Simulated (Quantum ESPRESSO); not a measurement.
# Dielectric function and optical constants of RbCl, part 3 of 3

Wanted: where RbCl starts to absorb, how strongly, and its refractive index. The cell comes from an older database entry, whose edges can differ from later determinations, mostly by under a per cent.

Quantum ESPRESSO 7.5; DFT, PBE, plane waves with norm-conserving potentials (PseudoDojo), scalar-relativistic, independent-particle optical response without local fields and without the non-local commutator.

So far. Step 2 (Ground state): There is a gap, 5.05 eV on this mesh (points off the mesh can give less), so no carriers' term is needed.

The database entry behind the starting cell differs from later determinations by our own check (about 0.5 % short), so it need not match the best structure at ambient conditions.

## Step 5: Dielectric function

The spectrum is a sum over vertical transitions between filled and empty bands at the fixed density, so many empty bands are needed.

This step: DFT, PBE, plane waves with norm-conserving potentials (PseudoDojo), scalar-relativistic, independent-particle optical response without local fields and without the non-local commutator (Quantum ESPRESSO 7.5).

epsilon.in

```
&inputpp
  prefix = 'x'
  outdir = './tmp'
  calculation = 'eps'
/
&energy_grid
  smeartype = 'gauss'
  intersmear = 0.3
  wmin = 0.0
  wmax = 22
  nw = 500
/
```

Launch:

```sh
$ mpirun -n 4 epsilon.x -nk 4 -in epsilon.in
```

Output:

```text
[banner, memory and clock lines left out]

     Broadcasting variables...

     IMPORTANT: XC functional enforced from input :
     Exchange-correlation= PBE
                           (   1   4   3   4   0   0   0)
     Any further DFT definition will be discarded

     G-vector sticks info

     Fermi energy [eV] is:  1.15463
     The system is a dielectric...
     metallic system: redefining wmin =     0.000000

     Performing eps calculation...

     xx,yy,zz plasmon frequences [eV] are:    16.237181037   16.237181037   16.237181037
```

The job ended after 3.7 s (4 MPI ranks of Intel Xeon Platinum 8259CL at 2.50GHz (Skylake/Cascade Lake), shared host; peak memory 0.06 GiB).

This step gave:

| Property | Result |
| --- | --- |
| electronic dielectric constant ε∞, mean over x, y and z (by symmetry where fewer were run) | 2.846 |
| main peak of Im epsilon, first axis | 10.000 eV |

Some rows of epsi_x.dat:

```text
# energy grid [eV]     epsi_x  epsi_y  epsi_z
#
    0.176352705    0.001030089    0.001030089    0.001030089
    1.234468938    0.007561912    0.007561912    0.007561912
    2.292585170    0.015974771    0.015974771    0.015974771
    3.350701403    0.029881441    0.029881441    0.029881441
    4.408817635    0.065717763    0.065717763    0.065717763
    5.466933868    0.595857196    0.595857196    0.595857196
    6.525050100    1.446329615    1.446329615    1.446329615
    7.583166333    2.977422052    2.977422052    2.977422052
    8.641282565    1.810421158    1.810421158    1.810421158
    9.699398798    3.716378185    3.716378185    3.716378185
   10.757515030    3.121256810    3.121256810    3.121256810
   11.815631263    1.135666829    1.135666829    1.135666829
   12.873747495    1.182225682    1.182225682    1.182225682
   13.931863727    1.276583780    1.276583780    1.276583780
   14.989979960    2.845039545    2.845039545    2.845039545
   16.048096192    2.345831214    2.345831214    2.345831214
   17.106212425    1.546189934    1.546189934    1.546189934
   18.164328657    2.303118681    2.303118681    2.303118681
   19.222444890    1.446749311    1.446749311    1.446749311
   20.280561122    1.289454355    1.289454355    1.289454355
   21.338677355    0.971009785    0.971009785    0.971009785
```

Values under the direct gap are tails of Lorentzian lines. Table of Im ε, any direction by photon energy; read off at these points:

| photon energy (eV) | Im ε, any direction |
| --- | --- |
| 0.00 | 0 |
| 0.50 | 0.00294 |
| 1.00 | 0.00602 |
| 1.50 | 0.00941 |
| 2.00 | 0.0133 |
| 2.50 | 0.0181 |
| 3.00 | 0.0242 |
| 3.50 | 0.0328 |
| 4.00 | 0.0462 |
| 4.50 | 0.0724 |
| 5.00 | 0.185 |
| 5.50 | 0.562 |
| 6.00 | 0.963 |
| 6.50 | 1.35 |
| 7.00 | 2.25 |
| 7.50 | 2.87 |
| 7.89 | 3.61 |
| 8.00 | 3.35 |
| 8.50 | 2.20 |
| 9.00 | 1.51 |
| 9.50 | 2.75 |
| 10.00 | 4.35 |
| 10.50 | 3.83 |
| 11.00 | 2.48 |
| 11.50 | 1.29 |
| 12.00 | 1.05 |
| 12.50 | 1.21 |
| 13.00 | 1.14 |
| 13.50 | 1.34 |
| 14.00 | 1.19 |
| 14.50 | 1.52 |
| 15.00 | 2.89 |
| 15.50 | 3.67 |
| 16.00 | 2.46 |
| 16.50 | 1.72 |
| 17.00 | 1.40 |
| 17.50 | 2.10 |
| 17.77 | 2.73 |
| 18.00 | 2.33 |
| 18.50 | 1.93 |
| 19.00 | 1.51 |
| 19.50 | 1.59 |
| 20.00 | 1.74 |
| 20.50 | 0.929 |
| 21.00 | 0.729 |
| 21.50 | 0.964 |
| 22.00 | 0.464 |

The Re ε, any direction by photon energy:

photon energy (eV), Re ε, any direction and a bar from the least value:
```
        0       2.85 #####################
        1       2.87 #####################
        2       2.93 #####################
        3       3.05 ######################
        4       3.27 ########################
        5       3.77 ###########################
        6       4.27 ##############################
        7       4.13 #############################
        8       2.44 ##################
        9       2.83 #####################
       10       2.00 ###############
       11       0.14 ###
       12       0.85 ########
       13       1.42 ############
       14       1.59 #############
       15       2.64 ###################
       16      -0.08 ##
       17       0.86 ########
       18       0.13 ###
       19      -0.20 #
       20      -0.37 
       21      -0.18 #
       22      -0.20 #
```

Table of refractive index n and extinction k by photon energy:

| photon energy (eV) | n | k |
| --- | --- | --- |
| 0.0 | 1.69 | 0 |
| 0.5 | 1.69 | 8.7e-4 |
| 1.0 | 1.69 | 0.00178 |
| 1.5 | 1.70 | 0.00277 |
| 2.0 | 1.71 | 0.00389 |
| 2.5 | 1.73 | 0.00524 |
| 3.0 | 1.75 | 0.00693 |
| 3.5 | 1.77 | 0.00925 |
| 4.0 | 1.81 | 0.0128 |
| 4.5 | 1.86 | 0.0195 |
| 5.0 | 1.94 | 0.0476 |
| 5.5 | 1.97 | 0.143 |
| 6.0 | 2.08 | 0.232 |
| 6.5 | 2.18 | 0.309 |
| 7.0 | 2.10 | 0.536 |
| 7.5 | 2.09 | 0.687 |
| 8.0 | 1.81 | 0.922 |
| 8.5 | 1.55 | 0.713 |
| 9.0 | 1.74 | 0.433 |
| 9.5 | 2.02 | 0.681 |
| 10.0 | 1.84 | 1.18 |
| 10.5 | 1.58 | 1.21 |
| 11.0 | 1.15 | 1.08 |
| 11.5 | 0.880 | 0.730 |
| 12.0 | 1.05 | 0.500 |
| 12.5 | 1.26 | 0.477 |
| 13.0 | 1.27 | 0.449 |
| 13.5 | 1.41 | 0.478 |
| 14.0 | 1.34 | 0.446 |
| 14.5 | 1.62 | 0.469 |
| 15.0 | 1.81 | 0.797 |
| 15.5 | 1.53 | 1.20 |
| 16.0 | 1.09 | 1.13 |
| 16.5 | 0.996 | 0.861 |
| 17.0 | 1.12 | 0.624 |
| 17.5 | 1.33 | 0.790 |
| 18.0 | 1.11 | 1.05 |
| 18.5 | 0.913 | 1.06 |
| 19.0 | 0.811 | 0.928 |
| 19.5 | 0.893 | 0.893 |
| 20.0 | 0.839 | 1.04 |
| 20.5 | 0.501 | 0.928 |
| 21.0 | 0.535 | 0.681 |
| 21.5 | 0.592 | 0.814 |
| 22.0 | 0.389 | 0.597 |

The reflectivity at normal incidence, any direction has structure finer than the step of the table below, so its rows give means over 1 eV, whole bins alone (the curve runs from 0 to 22 eV). Peaks (eV: height): 7.8: 18.4, 10.7: 25.1, 15.8: 23.7, 18.5: 23.7, 20.5: 36.0, 21.9: 34.9.

Table of reflectivity at normal incidence, any direction by photon energy; means over each step:

| photon energy (eV) | reflectivity at normal incidence, any direction (%) |
| --- | --- |
| 1 | 6.63 |
| 2 | 6.90 |
| 3 | 7.41 |
| 4 | 8.34 |
| 5 | 10.3 |
| 6 | 12.4 |
| 7 | 15.2 |
| 8 | 16.0 |
| 9 | 11.0 |
| 10 | 20.4 |
| 11 | 21.7 |
| 12 | 6.64 |
| 13 | 5.57 |
| 14 | 6.52 |
| 15 | 15.1 |
| 16 | 21.3 |
| 17 | 11.3 |
| 18 | 19.6 |
| 19 | 20.7 |
| 20 | 26.5 |
| 21 | 26.1 |

The loss function −Im 1/ε at q → 0, any direction has structure finer than the step of the table below, so its rows give means over 0.5 eV, whole bins alone (the curve runs from 0 to 22 eV). Peaks (eV: height): 11.51: 0.753, 16.80: 0.672, 21.03: 1.30.

Values under the direct gap are tails of Lorentzian lines. The loss function −Im 1/ε at q → 0, any direction by energy loss; means over each step:

| energy loss (eV) | loss function −Im 1/ε at q → 0, any direction |
| --- | --- |
| 0.5 | 3.6e-4 |
| 1.0 | 7.3e-4 |
| 1.5 | 0.00113 |
| 2.0 | 0.00155 |
| 2.5 | 0.00204 |
| 3.0 | 0.00261 |
| 3.5 | 0.00333 |
| 4.0 | 0.00434 |
| 4.5 | 0.00617 |
| 5.0 | 0.0132 |
| 5.5 | 0.0325 |
| 6.0 | 0.0473 |
| 6.5 | 0.0640 |
| 7.0 | 0.0969 |
| 7.5 | 0.122 |
| 8.0 | 0.191 |
| 8.5 | 0.252 |
| 9.0 | 0.156 |
| 9.5 | 0.131 |
| 10.0 | 0.195 |
| 10.5 | 0.259 |
| 11.0 | 0.402 |
| 11.5 | 0.676 |
| 12.0 | 0.555 |
| 12.5 | 0.377 |
| 13.0 | 0.339 |
| 13.5 | 0.290 |
| 14.0 | 0.285 |
| 14.5 | 0.178 |
| 15.0 | 0.191 |
| 15.5 | 0.262 |
| 16.0 | 0.412 |
| 16.5 | 0.572 |
| 17.0 | 0.536 |
| 17.5 | 0.370 |
| 18.0 | 0.409 |
| 18.5 | 0.505 |
| 19.0 | 0.642 |
| 19.5 | 0.630 |
| 20.0 | 0.565 |
| 20.5 | 0.765 |
| 21.0 | 1.21 |
| 21.5 | 1.00 |

From ε follow the optical constants at some laser and lamp lines:

| wavelength (nm) | n | k | R (%) | 1/α |
| --- | --- | --- | --- | --- |
| 1550 | 1.69 | 0.001 | 6.6 | 88 µm |
| 800 | 1.70 | 0.003 | 6.7 | 22 µm |
| 450 | 1.74 | 0.006 | 7.2 | 5.9 µm |
| 365 | 1.77 | 0.009 | 7.7 | 3.3 µm |
| 308 | 1.81 | 0.013 | 8.3 | 1.9 µm |
| 248 | 1.94 | 0.048 | 10.3 | 415 nm |
| 193 | 2.14 | 0.262 | 13.8 | 59 nm |

Below the direct gap, k and the depth come from the tails of the Lorentzian lines, not from transitions.

Rows near the edge hang on the gap, which this functional as a rule makes too small, and phonon-assisted absorption is left out.

## Step 6: Results

```yaml
electronic_dielectric_constant_eps_infinity_mean_over_x_y_and_z_by_symmetry_where_fewer_were_run_independent_particles: 2.85
main_peak_of_im_epsilon_first_axis: 10.00 eV
```

At this level (PBE, independent particles) RbCl has ε∞ = 2.85 and n = 1.69 at 1550 nm, and Im ε peaks at 10.0 eV. Distinct maxima of Im ε, read by a parabola through the highest points, lie at 7.88 eV (3.6), 10.00 eV (4.4), 10.55 eV (3.9) and 15.46 eV (3.7). Excitons and phonon-assisted transitions are missing, and so are local fields; PBE gaps are as a rule too small, which pulls the onset down and ε∞ up. epsilon.x leaves out the commutator of the non-local potential, so its intensities are off, as a rule too high. The sum runs over mesh points, so small or evenly spaced maxima can still be ripples of the mesh.

[Machine, clock, banner and «Message from routine» lines are left out of the logs.]

[Logs are printed without paths, hosts, clocks, repeated set-up lines and the standing remarks that a program may print on its own settings, such as how far it seeks lower states.]

[Hosts, paths, dates, database ids (printed as entryN), source tags and the programs' standing remarks are cut or masked in the printed files.]
